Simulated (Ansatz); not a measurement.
# Mo: single points about a listed cell

Aim: see how energy, forces, stress and gap of Mo answer to further strains and shifts, swapped elements, distortions that keep the symmetry. Nothing is relaxed unless a step says so.

Method: DFT PBE, scalar-relativistic, plane waves, PAW, in Ansatz 0.2.0.

1 further run of the same task is left out (set aside as unsound or not needed).

**1. The system as given**

The structure is cubic, space group Fm-3m (No. 225). The conventional cell has a = 4.030 Å, b = 4.030 Å, c = 4.030 Å, α = 90.00°, β = 90.00°, γ = 90.00°. Around Mo (site symmetry m-3m) lie 12 Mo at 2.85 Å.

As a file:

```xyz
1
Lattice="0.0000 2.0150 2.0150 2.0150 0.0000 2.0150 2.0150 2.0150 0.0000" Properties=species:S:1:pos:R:3 pbc="T T T"
Mo    0.0000    0.0000    0.0000
```

The structure comes from the Crystallography Open Database.

**2. A change within the space group**

The change: strain xx, yy, zz, yz, xz, xy = +2.4, +2.4, +2.4, +0.0, +0.0, +0.0 %.

Contents of input.yaml:

```yaml
crystal:
  lattice:
    - [0.0, 2.0641257, 2.0641257]
    - [2.0641257, 0.0, 2.0641257]
    - [2.0641257, 2.0641257, 0.0]
  atoms:
    - { symbol: Mo, position: [0.0, 0.0, 0.0] }
basis:
  ecutwfc: 420
kpoints:
  mp_grid: { grid: [18, 18, 18] }
hamiltonian:
  xc: pbe
scf:
  occupations: { method: gaussian, width: 0.1 }
output:
  forces: true
  stress: true
  eigenvalues: true
  populations: true
```

**3. Substitution of an element: Mo → Pd, first probe**

Contents of input.yaml:

```yaml
crystal:
  lattice:
    - [0.0, 1.8946410406, 1.8946410406]
    - [1.8946410406, 0.0, 1.8946410406]
    - [1.8946410406, 1.8946410406, 0.0]
  atoms:
    - { symbol: Pd, position: [0.0, 0.0, 0.0] }
basis:
  ecutwfc: 420
kpoints:
  mp_grid: { grid: [8, 8, 8] }
hamiltonian:
  xc: pbe
scf:
  occupations: { method: gaussian, width: 0.1 }
output:
  forces: true
  stress: true
  eigenvalues: true
```

**4. One element swapped: Mo → Pd**

input.yaml, as its differences from that of step 3:

```diff
@@ -10,3 +10,3 @@
 kpoints:
-  mp_grid: { grid: [8, 8, 8] }
+  mp_grid: { grid: [18, 18, 18] }
 hamiltonian:
```

**5. A change within a subgroup**

Contents of input.yaml:

```yaml
crystal:
  lattice:
    - [-0.1612, 1.8974046, 1.8974046]
    - [1.8974046, -0.1612, 1.8974046]
    - [1.8974046, 1.8974046, -0.1612]
  atoms:
    - { symbol: Mo, position: [0.0, 0.0, 0.0] }
basis:
  ecutwfc: 420
kpoints:
  mp_grid: { grid: [15, 15, 15] }
hamiltonian:
  xc: pbe
scf:
  occupations: { method: gaussian, width: 0.1 }
output:
  forces: true
  stress: true
  eigenvalues: true
```

**6. A distortion that keeps the symmetry**

Contents of input.yaml:

```yaml
crystal:
  lattice:
    - [0.0, 1.9994442, 1.9994442]
    - [1.9994442, 0.0, 1.9994442]
    - [1.9994442, 1.9994442, 0.0]
  atoms:
    - { symbol: Mo, position: [0.0, 0.0, 0.0] }
basis:
  ecutwfc: 420
kpoints:
  mp_grid: { grid: [18, 18, 18] }
hamiltonian:
  xc: pbe
scf:
  occupations: { method: gaussian, width: 0.1 }
output:
  forces: true
  stress: true
  eigenvalues: true
```

**7. A distortion that keeps the symmetry**

input.yaml, as its differences from that of step 6:

```diff
@@ -2,5 +2,5 @@
   lattice:
-    - [0.0, 1.9994442, 1.9994442]
-    - [1.9994442, 0.0, 1.9994442]
-    - [1.9994442, 1.9994442, 0.0]
+    - [0.0, 2.1024913, 2.1024913]
+    - [2.1024913, 0.0, 2.1024913]
+    - [2.1024913, 2.1024913, 0.0]
   atoms:
```

**8. A change within a subgroup**

Contents of input.yaml:

```yaml
crystal:
  lattice:
    - [0.0, 1.896921, 1.957371]
    - [1.957371, 0.0, 1.957371]
    - [1.957371, 1.896921, 0.0]
  atoms:
    - { symbol: Mo, position: [0.0, 0.0, 0.0] }
basis:
  ecutwfc: 420
kpoints:
  mp_grid: { grid: [16, 16, 16] }
hamiltonian:
  xc: pbe
scf:
  occupations: { method: gaussian, width: 0.1 }
output:
  forces: true
  stress: true
  eigenvalues: true
  populations: true
```

**9. A change within the space group**

Contents of input.yaml:

```yaml
crystal:
  lattice:
    - [0.0, 2.0797218, 2.0797218]
    - [2.0797218, 0.0, 2.0797218]
    - [2.0797218, 2.0797218, 0.0]
  atoms:
    - { symbol: Mo, position: [0.0, 0.0, 0.0] }
basis:
  ecutwfc: 420
kpoints:
  mp_grid: { grid: [18, 18, 18] }
hamiltonian:
  xc: pbe
scf:
  occupations: { method: gaussian, width: 0.1 }
output:
  forces: true
  stress: true
  eigenvalues: true
```

**10. A change within the space group**

input.yaml, as its differences from that of step 9:

```diff
@@ -2,5 +2,5 @@
   lattice:
-    - [0.0, 2.0797218, 2.0797218]
-    - [2.0797218, 0.0, 2.0797218]
-    - [2.0797218, 2.0797218, 0.0]
+    - [0.0, 1.9586606, 1.9586606]
+    - [1.9586606, 0.0, 1.9586606]
+    - [1.9586606, 1.9586606, 0.0]
   atoms:
@@ -19 +19,2 @@
   eigenvalues: true
+  populations: true
```

Before running it: what results should come out? Wanted: for each run, case; energy; pressure; largest force.

The runs gave:

| step | case | energy (meV/atom) | pressure (GPa) | largest force (eV/Å) | gap on the mesh (eV) |
| --- | --- | --- | --- | --- | --- |
| 2 | a change within the space group | +0.0 | -18.4 | 0.00 | 0.00 |
| 4 | one element swapped: Mo → Pd | n/a | 27.7 | 0.00 | 0.00 |
| 5 | a change within a subgroup | -110.9* | 12.8 | 0.00 | 0.00 |
| 6 | a distortion that keeps the symmetry | -97.8 | 0.6 | 0.00 | 0.00 |
| 7 | a distortion that keeps the symmetry | +140.2 | -26.0 | 0.00 | 0.00 |
| 8 | a change within a subgroup | +18.1* | 28.6 | 0.00 | 0.00 |
| 9 | a change within the space group | +50.6 | -21.8 | 0.00 | 0.00 |
| 10 | a change within the space group | -46.2 | 17.5 | 0.00 | 0.00 |

Energies are counted from step 2, with the smearing taken to zero; a star marks another k mesh, which can shift energies by itself, so starred rows don't rank against the others. Other atoms or functionals have another zero of energy (n/a). A gap of 0.00 means none on the mesh at this level.

**Reading.** The pressure is 28.6 GPa in the smallest cell and -26.0 GPa in the largest; between them shape and moved atoms count too. The distorted cells of the listed formula and level show no gap on the mesh.
